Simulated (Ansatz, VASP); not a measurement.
# Ag in VASP and in Ansatz

```xyz
1
Lattice="0.0000 2.0009 2.0009 2.0009 0.0000 2.0009 2.0009 2.0009 0.0000" Properties=species:S:1:pos:R:3 pbc="T T T"
Ag    0.0000    0.0000    0.0000
```

Alike in both runs: functional LDA; k mesh 16 × 16 × 16; occupations gaussian, width 0.1 eV; no spin polarisation.

Ansatz relaxed the structure, and its values are those at the end. VASP's run is a single point on that final structure, the one shown.

|  | VASP | Ansatz |
| --- | --- | --- |
| version | VASP 6.6.1 | Ansatz 0.2.0 |
| potentials or method | VASP PAW LDA potentials, release 64 (Ag) | scalar-relativistic, plane waves, PAW |
| plane-wave cutoff (eV) | 520 | 420 |
| valence electrons in the cell | 11 | 19 |

```csv
,VASP,Ansatz,Ansatz less VASP
gap on the k mesh at the Fermi level (eV),none,none,-
pressure (GPa),0.1,0.0,-0.08
```

A gap of «none» marks a metal or a gap that the smearing closes. The two sets of potentials don't hold the same shells in valence. Ansatz warned: «pseudo_functional_mismatch».
